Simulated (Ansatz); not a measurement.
The calculation used DFT PBE, scalar-relativistic, plane waves, PAW in Ansatz. All cells share a 420 eV cutoff and Γ-centred k meshes spaced at most about 0.3 Å⁻¹ (about 0.25 or finer for metals, 2π included). No spin polarisation.

Each guess is relaxed in cell and atoms at zero pressure, on a coarse mesh first where it starts far from rest and then on a converged one. The steps can't lower the symmetry of the start, but it can rise. Energies are static (0 K, no zero-point motion).

Two unrelaxed guesses for MgTe₄:

A.

```xyz
10
Lattice="0.0000 5.5936 5.5936 5.5936 0.0000 5.5936 5.5936 5.5936 0.0000" Properties=species:S:1:pos:R:3 pbc="T T T"
Mg    5.5936    5.5936    5.5936
Mg    0.0000    0.0000    0.0000
Te    8.3540    5.5936    5.5936
Te    2.8333    5.5936    5.5936
Te    5.5936    8.3540    5.5936
Te    5.5936    2.8333    5.5936
Te    5.5936    5.5936    8.3540
Te    5.5936    5.5936    2.8333
Te    2.7968    2.7968    2.7968
Te    8.3904    8.3904    8.3904
```

B.

```xyz
5
Lattice="-3.7974 3.7974 2.3675 3.7974 -3.7974 2.3675 3.7974 3.7974 -2.3675" Properties=species:S:1:pos:R:3 pbc="T T T"
Mg    0.0000    0.0000    0.0000
Te    1.5190    4.5569    0.0000
Te    0.7595    2.2784    2.3675
Te    2.2784   -0.7595    2.3675
Te    3.0379    1.5190    0.0000
```

Question: Which guess leads to the lower structure, and by how much?

Answer: B ends lower, by 0.39 eV/atom. A: Fm-3m at 35.0 Å³/atom → Pm-3m at 31.8 Å³/atom; B: I4/m at 27.3 Å³/atom → I4/m at 37.6 Å³/atom. Counting Te atoms around Mg (those within 1.25 times the shortest such distance or 1.15 times the sum of covalent radii, 1.27 where that leaves under three), the end of A has Mg 6 and the end of B has Mg 4. The end of B holds Te–Te chains (shortest 2.90 Å); in the end of A the shortest Te–Te distance is 3.83 Å. End of A. Conventional cell: a = 5.420 Å. Around Mg lie 6 Te at 2.71 Å; Te on a site of symmetry 4/mmm has 2 Mg at 2.71 Å and 12 Te at 3.83 Å; Te on a site of symmetry m-3m has 12 Te at 3.83 Å. End of B. Conventional cell: a = 8.654 Å, c = 5.016 Å. Mg is surrounded by 4 Te at 2.92 Å; Te is surrounded by 2 Te at 2.90 Å and 1 Mg at 2.92 Å.

Ends held by symmetry can be saddle points. Spin–orbit coupling, which can matter for Te, is left out.
